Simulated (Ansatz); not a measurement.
# Molecular dynamics of Be

Input:

```yaml
accuracy: low
crystal:
  lattice:
    - [7.091764, 0.0, 0.0]
    - [-3.545882, 6.141648, 0.0]
    - [0.0, 0.0, 7.40853]
  atoms:
    - { symbol: Be, position: [-0.00755572, -0.02487861, 0.01641239] }
    - { symbol: Be, position: [0.04418752, 0.16484915, 0.26381742] }
    - { symbol: Be, position: [-0.02758817, 0.00417414, 0.49579341] }
    - { symbol: Be, position: [0.12973802, 0.25731456, 0.73680677] }
    - { symbol: Be, position: [-0.03629063, 0.30129544, 0.030906] }
    - { symbol: Be, position: [0.1452006, 0.54705838, 0.22488416] }
    - { symbol: Be, position: [0.01576254, 0.35004161, 0.51223531] }
    - { symbol: Be, position: [0.13090542, 0.57938613, 0.74164188] }
    - { symbol: Be, position: [0.0364718, 0.68520598, 0.00195717] }
    - { symbol: Be, position: [0.14448839, 0.86387409, 0.25463124] }
    - { symbol: Be, position: [0.03769648, 0.65883893, 0.50551547] }
    - { symbol: Be, position: [0.1548554, 0.94475481, 0.74160767] }
    - { symbol: Be, position: [0.32479328, 0.01944569, 0.03763476] }
    - { symbol: Be, position: [0.47780546, 0.28187694, 0.25272337] }
    - { symbol: Be, position: [0.38270938, 0.01923063, 0.47461206] }
    - { symbol: Be, position: [0.46411579, 0.27022068, 0.76347743] }
    - { symbol: Be, position: [0.33195416, 0.37575317, 0.01787513] }
    - { symbol: Be, position: [0.43605055, 0.58511852, 0.23007101] }
    - { symbol: Be, position: [0.32154748, 0.29960868, 0.50013234] }
    - { symbol: Be, position: [0.4474054, 0.57740568, 0.73917492] }
    - { symbol: Be, position: [0.3486326, 0.70509473, 0.01630718] }
    - { symbol: Be, position: [0.44742461, 0.91416267, 0.2512703] }
    - { symbol: Be, position: [0.30771761, 0.62904363, 0.49084715] }
    - { symbol: Be, position: [0.45799151, 0.88049217, 0.74361285] }
    - { symbol: Be, position: [0.67404401, -0.01886026, -0.00797127] }
    - { symbol: Be, position: [0.7396887, 0.23048273, 0.2449667] }
    - { symbol: Be, position: [0.69718468, 0.07711492, 0.47823086] }
    - { symbol: Be, position: [0.78599622, 0.20661545, 0.73840799] }
    - { symbol: Be, position: [0.69011844, 0.37242169, -0.0266323] }
    - { symbol: Be, position: [0.79594559, 0.55657675, 0.2588167] }
    - { symbol: Be, position: [0.6994078, 0.36489152, 0.51847871] }
    - { symbol: Be, position: [0.80683332, 0.60364109, 0.73674412] }
    - { symbol: Be, position: [0.64921752, 0.6389087, -0.0051561] }
    - { symbol: Be, position: [0.7679541, 0.91592412, 0.24349638] }
    - { symbol: Be, position: [0.6419489, 0.66352585, 0.46250765] }
    - { symbol: Be, position: [0.79540731, 0.88054304, 0.74292045] }
basis:
  ecutwfc: 420.0
kpoints:
  mp_grid: { grid: [2, 2, 2] }
hamiltonian:
  xc: pbe
scf:
  occupations: { method: fermi_dirac, width: 0.17 }
  lower_state_search: "off"
md:
  timestep: 1
  n_steps: 80
  ensemble: npt_langevin
  temperature: 1400.0
  initial_velocities: maxwell_boltzmann
  seed: 925788
  friction: 0.01
  pressure: 5.0
  fix_cell: [shape]
```

Command:

```bash
$ ansatz run input.yaml --threads 1 --pin off --max-ram 3072MiB --backend cpu --events-out ev --progress --plain --runs-dir out
```

It goes on from the last frame of an earlier run, with new velocities.

Output, in part (step lines):

```
md step     0: t =     0.00 fs  T =  1361.1 K  F+E_penalty+E_count = -3330.83952126 eV  E_kin = 6.333740 eV  conserved = -3315.13266087 eV  P_inst = -3.9997 GPa  V = 322.6794 Å³  selection 1  (6 SCF iters)
md step     1: t =     1.00 fs  T =  1374.0 K  F+E_penalty+E_count = -3330.94312086 eV  E_kin = 6.393879 eV  conserved = -3315.13274248 eV  P_inst = -4.0488 GPa  V = 322.6589 Å³  selection 1  (6 SCF iters)
md step     2: t =     2.00 fs  T =  1394.2 K  F+E_penalty+E_count = -3331.04916048 eV  E_kin = 6.487591 eV  conserved = -3315.13312472 eV  P_inst = -4.0717 GPa  V = 322.6016 Å³  selection 1  (6 SCF iters)
md step     3: t =     3.00 fs  T =  1371.4 K  F+E_penalty+E_count = -3331.17118886 eV  E_kin = 6.381838 eV  conserved = -3315.13373192 eV  P_inst = -4.1515 GPa  V = 322.4872 Å³  selection 1  (6 SCF iters)
md step     4: t =     4.00 fs  T =  1322.3 K  F+E_penalty+E_count = -3331.29744077 eV  E_kin = 6.153030 eV  conserved = -3315.13406764 eV  P_inst = -4.2430 GPa  V = 322.2889 Å³  selection 1  (6 SCF iters)
md step     5: t =     5.00 fs  T =  1362.8 K  F+E_penalty+E_count = -3331.41330424 eV  E_kin = 6.341595 eV  conserved = -3315.13503859 eV  P_inst = -4.1727 GPa  V = 322.0437 Å³  selection 1  (5 SCF iters)
md step     6: t =     6.00 fs  T =  1376.7 K  F+E_penalty+E_count = -3331.50750624 eV  E_kin = 6.406307 eV  conserved = -3315.13561975 eV  P_inst = -4.1132 GPa  V = 321.7610 Å³  selection 1  (5 SCF iters)
md step     7: t =     7.00 fs  T =  1417.9 K  F+E_penalty+E_count = -3331.56321499 eV  E_kin = 6.598221 eV  conserved = -3315.13608558 eV  P_inst = -3.9648 GPa  V = 321.4370 Å³  selection 1  (5 SCF iters)
[... lines left out ...]
```

The steps, from the saved trajectory:

```
time (fs)  T (K)  potential energy less start (eV)  conserved less start (meV/atom)  P (GPa)  volume (Å³)
      0.0   1361                             0.000                             0.00     -4.0        322.7
      2.0   1394                            -0.210                            -0.01     -4.1        322.6
      4.0   1322                            -0.458                            -0.04     -4.2        322.3
      6.0   1377                            -0.668                            -0.08     -4.1        321.8
      8.0   1415                            -0.735                            -0.10     -3.8        321.1
     10.0   1373                            -0.623                            -0.10     -3.5        320.2
     12.0   1359                            -0.368                            -0.09     -2.9        319.2
     14.0   1290                            -0.033                            -0.06     -2.2        318.0
     16.0   1233                             0.263                            -0.02     -1.5        316.6
     18.0   1164                             0.406                             0.02     -1.0        315.2
     20.0   1132                             0.328                             0.01     -0.6        313.6
     22.0   1245                             0.060                            -0.02     -0.1        312.0
     24.0   1272                            -0.330                            -0.03      0.1        310.2
     26.0   1442                            -0.751                            -0.06      0.5        308.5
     28.0   1607                            -1.162                            -0.10      1.0        306.7
     30.0   1659                            -1.500                            -0.13      1.4        304.9
     32.0   1724                            -1.671                            -0.15      1.9        303.2
     34.0   1784                            -1.630                            -0.18      2.6        301.5
     36.0   1777                            -1.376                            -0.18      3.5        299.7
     38.0   1668                            -0.913                            -0.16      4.4        298.0
     40.0   1519                            -0.345                            -0.09      5.3        296.4
     42.0   1431                             0.148                            -0.03      6.1        295.0
     44.0   1257                             0.467                             0.03      6.7        293.5
     46.0   1289                             0.502                             0.00      7.4        292.1
     48.0   1413                             0.253                            -0.07      7.8        290.8
     50.0   1515                            -0.107                            -0.11      8.2        289.4
     52.0   1638                            -0.500                            -0.18      8.5        288.1
     54.0   1639                            -0.782                            -0.18      8.7        286.9
     56.0   1718                            -0.873                            -0.20      9.3        285.6
     58.0   1648                            -0.804                            -0.15      9.8        284.4
     60.0   1531                            -0.656                            -0.07     10.2        283.3
     62.0   1422                            -0.475                            -0.02     10.6        282.3
     64.0   1341                            -0.384                             0.04     11.1        281.3
     66.0   1359                            -0.489                             0.03     11.5        280.4
     68.0   1492                            -0.735                             0.01     11.9        279.7
     70.0   1482                            -1.059                            -0.02     11.9        279.1
     72.0   1488                            -1.378                            -0.04     11.9        278.6
     74.0   1538                            -1.651                            -0.08     11.9        278.3
     76.0   1476                            -1.813                            -0.06     11.6        278.3
     78.0   1505                            -1.819                            -0.06     11.6        278.4
     80.0   1452                            -1.669                            -0.02     11.4        278.7
```

The run went to its last step. The conserved energy stayed within 0.2 meV per atom of its start (net change -0.02 meV per atom), so the integration is sound. A run of 0.08 ps of so small a system gives no equilibrium averages. Limits of this set-up: coarse k mesh, low accuracy level. The cell's volume went from 323 to 279 Å³.

Mean squared displacements from the first frame to the last, about the centre of mass, the cell's change included: Be 0.12 Å².

Last frame:

```xyz
36
Lattice="6.7538 0.0000 0.0000 -3.3769 5.8489 0.0000 0.0000 0.0000 7.0554" Properties=species:S:1:pos:R:3
Be -0.032 -0.053 0.025
Be -0.161 1.391 1.622
Be 0.083 0.180 3.431
Be 0.233 1.501 5.202
Be -1.090 2.100 0.045
Be -1.166 3.285 1.866
Be -1.290 1.951 3.475
Be -1.045 3.308 5.149
Be -2.236 3.999 -0.120
Be -2.446 5.073 1.907
Be -2.136 3.808 3.553
Be -2.153 5.271 5.148
Be 2.122 0.298 -0.026
Be 2.271 1.520 1.556
Be 2.102 0.062 3.505
Be 2.264 1.319 5.349
Be 1.172 2.170 -0.055
Be 1.024 3.261 1.665
Be 1.395 2.058 3.212
Be 1.222 3.413 5.101
Be 0.034 4.107 -0.040
Be -0.005 5.481 1.658
Be 0.068 3.974 3.538
Be 0.104 5.338 5.292
Be 4.453 0.231 -0.021
Be 4.418 1.611 1.491
Be 4.179 0.253 3.350
Be 4.690 1.489 5.306
Be 3.326 1.933 -0.290
Be 3.422 3.248 1.825
Be 3.439 2.074 3.280
Be 3.262 3.520 5.239
Be 2.236 4.016 0.257
Be 2.181 5.350 1.601
Be 2.090 4.198 3.280
Be 2.419 5.491 5.035
```

The run took 9.8 min on 1 thread of Arm Neoverse V2, with other jobs on the host, peak memory 0.69 GiB.
